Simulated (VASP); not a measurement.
# Zn (Pm-3m) in VASP: settings compared, part 2 of 3

VASP 6.6.1. The steps go on from the part before.

**3. Band structure, BLYP**

File POSCAR:

```
Zn
1.0
    3.7711300000      0.0000000000      0.0000000000
    0.0000000000      3.7711300000      0.0000000000
    0.0000000000      0.0000000000      3.7711300000
Zn
3
Direct
    0.0000000000      0.5000000000      0.5000000000
    0.5000000000      0.0000000000      0.5000000000
    0.5000000000      0.5000000000      0.0000000000
```

File INCAR.step1:

```
SYSTEM = Zn
PREC = Accurate
ENCUT = 520
EDIFF = 1E-6
ISMEAR = -1
SIGMA = 0.05
LREAL = .FALSE.
LASPH = .TRUE.
NELM = 80
ALGO = Fast
ISIF = 2
LWAVE = .FALSE.
LCHARG = .TRUE.
GGA = B5
ALDAX = 1.0
AGGAX = 1.0
AGGAC = 1.0
ALDAC = 0.0
```

File KPOINTS.step1:

```
regular mesh
0
G
  7 7 7
  0 0 0
```

File INCAR.step2:

```
SYSTEM = Zn
PREC = Accurate
ENCUT = 520
EDIFF = 1E-6
ISMEAR = 0
SIGMA = 0.05
LREAL = .FALSE.
LASPH = .TRUE.
NELM = 80
ALGO = Fast
ISIF = 2
LWAVE = .FALSE.
LCHARG = .FALSE.
GGA = B5
ALDAX = 1.0
AGGAX = 1.0
AGGAC = 1.0
ALDAC = 0.0
ICHARG = 11
```

File KPOINTS.step2:

```
path GXMGRX,MR
10
line-mode
reciprocal
 0.0000000000  0.0000000000  0.0000000000  G
 0.0000000000  0.5000000000  0.0000000000  X

 0.0000000000  0.5000000000  0.0000000000  X
 0.5000000000  0.5000000000  0.0000000000  M

 0.5000000000  0.5000000000  0.0000000000  M
 0.0000000000  0.0000000000  0.0000000000  G

 0.0000000000  0.0000000000  0.0000000000  G
 0.5000000000  0.5000000000  0.5000000000  R

 0.5000000000  0.5000000000  0.5000000000  R
 0.0000000000  0.5000000000  0.0000000000  X

 0.5000000000  0.5000000000  0.0000000000  M
 0.5000000000  0.5000000000  0.5000000000  R
```

Potentials or basis: VASP PAW PBE potentials, release 64 (Zn).

Command:

```console
> cat potpaw_PBE.64/Zn/POTCAR > POTCAR
> cp INCAR.step1 INCAR
> cp KPOINTS.step1 KPOINTS
> mpirun -np 1 vasp_std > vasp.out
> cp INCAR.step2 INCAR
> cp KPOINTS.step2 KPOINTS
> mpirun -np 1 vasp_std > vasp.out
```

OUTCAR:

```text
SYSTEM = Zn
   PREC = Accurate
   ENCUT = 520
   EDIFF = 1E-6
   ISMEAR = 0
   LREAL = .FALSE.
   LASPH = .TRUE.
   NELM = 80
   ISIF = 2
   GGA = B5
   ICHARG = 11

 ion  position               nearest neighbor table
   1  0.000  0.500  0.500-   2 2.67   3 2.67   3 2.67   2 2.67   2 2.67   3 2.67   3 2.67   2 2.67

   2  0.500  0.000  0.500-   1 2.67   3 2.67   3 2.67   1 2.67   3 2.67   3 2.67   1 2.67   1 2.67

   3  0.500  0.500  0.000-   1 2.67   2 2.67   1 2.67   2 2.67   2 2.67   2 2.67   1 2.67   1 2.67

  LATTYP: Found a simple cubic cell.
 ALAT       =     3.7711300000

  Lattice vectors:

 A1 = (   3.7711300000,   0.0000000000,   0.0000000000)
 A2 = (   0.0000000000,   3.7711300000,   0.0000000000)
 A3 = (   0.0000000000,   0.0000000000,   3.7711300000)

Analysis of symmetry for initial positions (statically):
=====================================================================
 Subroutine PRICEL returns:
 Original cell was already a primitive cell.

 Routine SETGRP: Setting up the symmetry group for a
 simple cubic supercell.

 Subroutine GETGRP returns: Found 48 space group operations
 (whereof 48 operations were pure point group operations)
 out of a pool of 48 trial point group operations.

The static configuration has the point symmetry O_h .

Analysis of symmetry for dynamics (positions and initial velocities):
=====================================================================
 Subroutine PRICEL returns:
 Original cell was already a primitive cell.

 Routine SETGRP: Setting up the symmetry group for a
 simple cubic supercell.

 Subroutine GETGRP returns: Found 48 space group operations
 (whereof 48 operations were pure point group operations)
 out of a pool of 48 trial point group operations.

The dynamic configuration has the point symmetry O_h .

 Subroutine INISYM returns: Found 48 space group operations
 (whereof 48 operations are pure point group operations),
 and found     1 'primitive' translations

----------------------------------------------------------------------------------------

                                     Primitive cell

  volume of cell :      53.6308

  direct lattice vectors                    reciprocal lattice vectors
     3.771130000  0.000000000  0.000000000     0.265172508  0.000000000  0.000000000
     0.000000000  3.771130000  0.000000000     0.000000000  0.265172508  0.000000000
     0.000000000  0.000000000  3.771130000     0.000000000  0.000000000  0.265172508

  length of vectors
     3.771130000  3.771130000  3.771130000     0.265172508  0.265172508  0.265172508

  position of ions in fractional coordinates (direct lattice)
     0.000000000  0.500000000  0.500000000
     0.500000000  0.000000000  0.500000000
     0.500000000  0.500000000  0.000000000

  ion indices of the primitive-cell ions
   primitive index   ion index
                 1           1
                 2           2
                 3           3

----------------------------------------------------------------------------------------

 KPOINTS: path GXMGRX,MR

Interpolating k-points between supplied coordinates.

 Line segments in fractional coordinates (reciprocal lattice):
    0.000000  0.000000  0.000000  ...  0.000000  0.500000  0.000000
    0.000000  0.500000  0.000000  ...  0.500000  0.500000  0.000000
    0.500000  0.500000  0.000000  ...  0.000000  0.000000  0.000000
    0.000000  0.000000  0.000000  ...  0.500000  0.500000  0.500000
    0.500000  0.500000  0.500000  ...  0.000000  0.500000  0.000000
    0.500000  0.500000  0.000000  ...  0.500000  0.500000  0.500000

 Generated    10 points on each line segment, for a total of     60 k-points:

 Following reciprocal coordinates:
            Coordinates               Weight
  0.000000  0.000000  0.000000      0.016667
  0.000000  0.055556  0.000000      0.016667
  0.000000  0.111111  0.000000      0.016667
  0.000000  0.166667  0.000000      0.016667
  0.000000  0.222222  0.000000      0.016667
  0.000000  0.277778  0.000000      0.016667
[... 16 lines left out ...]
  0.388889  0.388889  0.000000      0.016667
  0.333333  0.333333  0.000000      0.016667
 [... further k-points ...]
   k-points           NKPTS =     60   k-points in BZ     NKDIM =     60   number of bands    NBANDS=     22
   number of dos      NEDOS =    301   number of ions     NIONS =      3
   total plane-waves  NPLWV =  21952
   dimension x,y,z NGX =    28 NGY =   28 NGZ =   28
   dimension x,y,z NGXF=    56 NGYF=   56 NGZF=   56
   ions per type =               3
   NGX,Y,Z   is equivalent  to a cutoff of  12.34, 12.34, 12.34 a.u.
   NGXF,Y,Z  is equivalent  to a cutoff of  24.69, 24.69, 24.69 a.u.
 SYSTEM =  Zn
   PREC   = accura    normal or accurate (medium, high low for compatibility)
   ISTART =      0    job   : 0-new  1-cont  2-samecut
   ICHARG =     11    charge: 1-file 2-atom 10-const
   ISPIN  =      1    spin polarized calculation?
   LNONCOLLINEAR =      F non collinear calculations
   LSORBIT =      F    spin-orbit coupling
   LASPH  =      T    aspherical Exc in radial PAW
   ENCUT  =  520.0 eV  38.22 Ry    6.18 a.u.   7.01  7.01  7.01*2*pi/ulx,y,z
   NELM   =     80;   NELMIN=  2; NELMDL=  0     # of ELM steps
   EDIFF  = 0.1E-05   stopping-criterion for ELM
   LREAL  =      F    real-space projection
   EDIFFG = 0.1E-04   stopping-criterion for IOM
   NSW    =      0    number of steps for IOM
   IBRION =     -1    ionic relax: 0-MD 1-quasi-New 2-CG
   NFREE  =      0    steps in history (QN), initial steepest desc. (CG)
   ISIF   =      2    stress and relaxation
   ISYM   =      2    0-nonsym 1-usesym 2-fastsym
   POTIM  = 0.5000    time-step for ionic-motion
   TEBEG  =    0.0;   TEEND  =   0.0 temperature during run
   PSTRESS=    0.0 pullay stress
   NELECT =      36.0000    total number of electrons
   NUPDOWN=      -1.0000    fix difference up-down
   EMIN   =  10.00;   EMAX   =-10.00  energy-range for DOS
   EFERMI =   0.00;   METHOD = LEGACY
   ISMEAR =     0;   SIGMA  =   0.05  broadening in eV -4-tet -1-fermi 0-gaus
   EFERMI_NEDOS =   21; number of points for ismear=-14 and -15
   IALGO  =     68    algorithm
   IMIX   =      4    mixing-type and parameters
     AMIX     =   0.40;   BMIX     =  1.00
     AMIX_MAG =   1.60;   BMIX_MAG =  1.00
  volume/ion in A,a.u.               =      17.88       120.64
  Fermi-wavevector in a.u.,A,eV,Ry     =   1.433411  2.708755 27.955455  2.054668
  Thomas-Fermi vector in A             =   2.552932
   LORBIT       =      0    0 simple, 1 ext, 2 COOP (PROOUT), +10 PAW based schemes
   GGA     = B5    functional components
   LHFCALC =     F    Hartree Fock is set to
   AEXX    =    0.0000 exact exchange contribution
   IVDW    =     0    specifies the selected vdW correction
   LEPSILON=     F    determine dielectric tensor
   LRPA    =     F    only Hartree local field effects (RPA)
 non-spin polarized calculation
 RMM-DIIS sequential band-by-band and
 Gauss-broadening in eV      SIGMA  =   0.05
  energy-cutoff  :      520.00
  volume of cell :       53.63
 maximum number of plane-waves:      1472

 number of electron      36.0000072 magnetization

 Free energy of the ion-electron system (eV)
  ---------------------------------------------------
  ext. energy  EPLUGINS =         0.00000000
  ---------------------------------------------------
  free energy    TOTEN  =         0.12354144 eV

  energy without entropy =        0.12492274  energy(sigma->0) =        0.12423209

 E-fermi :   1.8540     XC(G=0): -10.0076

 val. band max:        1.8495390272   @ k =   0.4444   0.5000   0.4444
 cond. band min:       1.9396904344   @ k =   0.3333   0.5000   0.3333
 fundamental gap:      0.0901514073
 Fermi energy:         1.8539868731

 k-point     1 :       0.0000    0.0000    0.0000
  band No.  band energies     occupation
      1      -7.2124      2.00000
      2      -5.8500      2.00000
      3      -5.8500      2.00000
      4      -5.8500      2.00000
      5      -5.8228      2.00000
      6      -5.6235      2.00000
[... 14 lines left out ...]
     21       5.2632      0.00000
     22       8.5159      0.00000
[... 552 lines left out ...]
  band No.  band energies     occupation
      1      -5.9199      2.00000
      2      -5.6659      2.00000
      3      -5.5428      2.00000
      4      -5.4557      2.00000
      5      -5.4092      2.00000
      6      -5.3006      2.00000
[... 14 lines left out ...]
     21       7.9613      0.00000
     22       9.4645      0.00000

 [... further k-points ...]

------------------------ aborting loop because EDIFF is reached ----------------------------------------

  FORCE on cell =-STRESS in cart. coord.  units (eV):
  Direction    XX          YY          ZZ          XY          YZ          ZX
  --------------------------------------------------------------------------------------
  -------------------------------------------------------------------------------------
  Total        5.4630132      5.4630132      5.4630132     -0.0000000     -0.0000000     -0.0000000
  in kB      163.2030686    163.2030686    163.2030686     -0.0000000     -0.0000000     -0.0000000
  external PRESSURE =     163.2030686 kB  Pullay stress =       0.0000000 kB

 VOLUME and BASIS-vectors are now :
 -----------------------------------------------------------------------------
  energy-cutoff  :      520.00
  volume of cell :       53.63
      direct lattice vectors                 reciprocal lattice vectors
     3.771130000  0.000000000  0.000000000     0.265172508  0.000000000  0.000000000
     0.000000000  3.771130000  0.000000000     0.000000000  0.265172508  0.000000000
     0.000000000  0.000000000  3.771130000     0.000000000  0.000000000  0.265172508

 POSITION                                       TOTAL-FORCE (eV/Angst)
 -----------------------------------------------------------------------------------
      0.00000      1.88556      1.88556         0.000000      0.000000      0.000000
      1.88556      0.00000      1.88556         0.000000      0.000000      0.000000
      1.88556      1.88556      0.00000         0.000000      0.000000      0.000000
 -----------------------------------------------------------------------------------
    total drift:                                0.000000      0.000000      0.000000

  FREE ENERGIE OF THE ION-ELECTRON SYSTEM (eV)
  ---------------------------------------------------
  free  energy   TOTEN  =         0.1235414399 eV

  energy  without entropy=        0.1249227370  energy(sigma->0) =        0.12423209
```

Run time: 79 s. Hardware: 1 thread of AMD EPYC 7R43 (Zen 3), shared host; peak memory 0.14 GiB.

What came out:

```yaml
Band_gap_along_the_path: none (metal or under the smearing width)
```

Levels at the corners of the path, in eV from the Fermi level:
```tsv
point	band 15	band 16	band 17	band 18	band 19	band 20	band 21	band 22
Γ	-6.74	-6.74	0.85	0.85	0.85	3.01	3.01	6.26
X	-6.74	-6.46	-5.59	3.13	3.13	4.63	5.59	5.59
X	-6.74	-6.46	-5.59	3.13	3.13	4.63	5.59	5.59
M	-7.08	-4.75	-3.21	-3.21	-1.37	6.20	6.59	6.59
M	-7.08	-4.75	-3.21	-3.21	-1.37	6.20	6.59	6.59
Γ	-6.74	-6.74	0.85	0.85	0.85	3.01	3.01	6.26
Γ	-6.74	-6.74	0.85	0.85	0.85	3.01	3.01	6.26
R	-6.82	-2.74	-0.71	-0.71	-0.71	-0.50	-0.50	-0.50
R	-6.82	-2.74	-0.71	-0.71	-0.71	-0.50	-0.50	-0.50
X	-6.74	-6.46	-5.59	3.13	3.13	4.63	5.59	5.59
M	-7.08	-4.75	-3.21	-3.21	-1.37	6.20	6.59	6.59
R	-6.82	-2.74	-0.71	-0.71	-0.71	-0.50	-0.50	-0.50
```

Caveat: the log is that of the step along the path at fixed density, whose energy, stress, charges and moments have no meaning; the PAW data sets were made with another functional, which shifts forces and pressure a little.

(Continued in part 3 of 3.)
